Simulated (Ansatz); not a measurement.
Band structure of PbO2

```
Pb O
1.0
     0.00000    2.70387    2.70387
     2.70387    0.00000    2.70387
     2.70387    2.70387    0.00000
Pb O
1 2
Cartesian
  0.0000 0.0000 0.0000
  1.3519 1.3519 1.3519
  4.0558 4.0558 4.0558
```

Atom numbers follow the list: Pb1, O2, O3.

The structure comes from a relaxation in the same program, started in the fluorite type, and has space group Fm-3m. Whether it is a known phase or the ground state wasn't checked.

No spin–orbit coupling, which matters for the heavy atoms here.

All numbers below come from Ansatz 0.2.0, DFT, PBE, all-electron LAPW, scalar-relativistic.

Settings: a Γ-centred 11×11×11 k mesh, Fermi–Dirac smearing of 0.08 eV, basis error target 1 meV/atom, no spin polarisation.

Points in fractions of the reciprocal vectors of this cell: Γ (0, 0, 0), X (0.5, 0, 0.5), U (0.625, 0.25, 0.625), K (0.375, 0.375, 0.75), L (0.5, 0.5, 0.5), W (0.5, 0.25, 0.75). The path joins them by straight lines in the order Γ–X–U–K–Γ–L–W–X; legs that retrace an earlier one aren't tabulated. Energies are in eV from the Fermi level.

Q: Is there a gap?

A: none: bands cross the Fermi level, a metal.

Q: List the levels between -20 and 10 eV at the symmetry points.

A: 
Γ: -18.57, -15.78 (×4), -15.55 (×2), -2.82, -2.05 (×3), -1.29 (×3), 6.90 (×3)
X: -17.79, -17.18, -15.67, -15.53 (×2), -15.48, -13.76, -8.18, -4.53 (×2), -0.33, -0.23 (×2), 1.58, 6.09, 9.36
U: -17.70, -17.38, -15.63, -15.56, -15.52, -15.03, -14.27, -8.02, -4.27, -4.09, -1.38, -0.58, -0.32, 2.05, 7.44, 8.86
K: -17.70, -17.38, -15.63, -15.56, -15.52, -15.03, -14.27, -8.02, -4.27, -4.09, -1.38, -0.58, -0.32, 2.05, 7.44, 8.86
L: -17.96, -16.91, -15.71 (×2), -15.50 (×2), -14.39, -6.60, -3.35, -2.84 (×2), -1.49 (×2), 2.48, 7.04, 9.40 (×2)
W: -17.56 (×2), -15.62, -15.53 (×2), -14.63 (×2), -8.12, -4.83, -2.64 (×2), -0.47, -0.08, 2.14, 8.41 (×2), 9.12
